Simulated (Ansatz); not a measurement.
Tetradymite Sb₂Te₃ was calculated with rVV10 (Ansatz, a program for electronic structure, PAW).

Q: Give the computed interlayer binding energy, layer repeat distance and gap between the layers.

A: 
- interlayer binding energy: 28.0 meV/Å²
- layer repeat distance: 10.219 Å
- gap between the layers: 2.754 Å

Spin–orbit coupling is not included.

Computed values are for the static lattice.

The result took around 7 core-minutes (rough).
